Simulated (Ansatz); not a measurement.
# Hf2Si (I4/mcm), two-dimensional strain map

Theory: DFT PBEsol, scalar-relativistic, plane waves, PAW in Ansatz. Settings: plane waves to 420 eV, k-mesh 12×12×12 (Γ-centred), Gaussian smearing 0.15 eV. Spin–orbit coupling is left out, which can shift energies with elements as heavy as these. No spin polarisation. Energies are free energies at this smearing, counted from the undisturbed cell; pressure is positive in compression.

Reference structure (relaxed at this level; it needn't be the usual structure):

```
Hf Si
1.0
    -3.25533    3.25533    2.57161
     3.25533   -3.25533    2.57161
     3.25533    3.25533   -2.57161
Hf Si
4 2
Direct
  0.84325 0.65675 0.50000
  0.34325 0.84325 0.18651
  0.15675 0.34325 0.50000
  0.65675 0.15675 0.81349
  0.75000 0.75000 0.00000
  0.25000 0.25000 0.00000
```

The cell is strained by p along both x and y and by q along z, fractional coordinates fixed. Points are written (p, q).

Energy above the undisturbed cell in meV/atom (a dash: not computed):

```
 p \ q  -0.050  0.000  0.050
-0.050   219.1  111.1   91.6
 0.000    45.9    0.0   35.1
 0.050    92.3   91.2  164.5
```

Pressure in GPa:

| p \ q | -0.050 | 0.000 | 0.050 |
| --- | --- | --- | --- |
| -0.050 | 30.6 | 18.2 | 8.8 |
| 0.000 | 8.9 | 0.0 | -6.5 |
| 0.050 | -5.3 | -11.8 | -16.3 |